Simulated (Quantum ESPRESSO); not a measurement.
The system is CoO.

```
Co O
1.0
    -1.50800    1.50800    2.10725
     1.50800   -1.50800    2.10725
     1.50800    1.50800   -2.10725
Co O
1 1
Direct
  0.00000 0.00000 0.00000
  0.50000 0.50000 0.00000
```

Base run:

| Property | Result |
| --- | --- |
| Program | Quantum ESPRESSO 7.5 |
| Functional | LDA |
| Potentials or basis | GBRV 1.5 LDA |
| Cutoff | 762 eV |
| Density cutoff | 6095 eV |
| k mesh | 12 × 12 × 12 |
| Occupations | fermi-dirac, width 0.05 eV |
| Spin | collinear spin, ferromagnetic start |
| Starting moments | [2.0, 0.0] μB |

Its results: band gap on the k mesh none (metal or under the smearing width); pressure -17.0 GPa; net moment 2.95 μB per cell; site moments Co +2.48; O +0.36 μB.

Problem. The run is repeated on the same cell with these changes: functional from LDA to PBEsol; potentials or basis from GBRV 1.5 LDA to GBRV 1.5 PBEsol. What comes out?

Solution. Band gap on the k mesh none (metal or under the smearing width); pressure -8.9 GPa; net moment 2.99 μB per cell; site moments Co +2.53; O +0.35 μB.

Caveats: a cell with one magnetic atom can't hold antiferromagnetic order, which such compounds often take; semilocal functionals often make such compounds metallic where correlation or magnetic order opens a gap, which also shifts bond lengths; so large a pressure means that the cell lies far from this level's equilibrium, or that cutoff or potentials fall short (some runs).
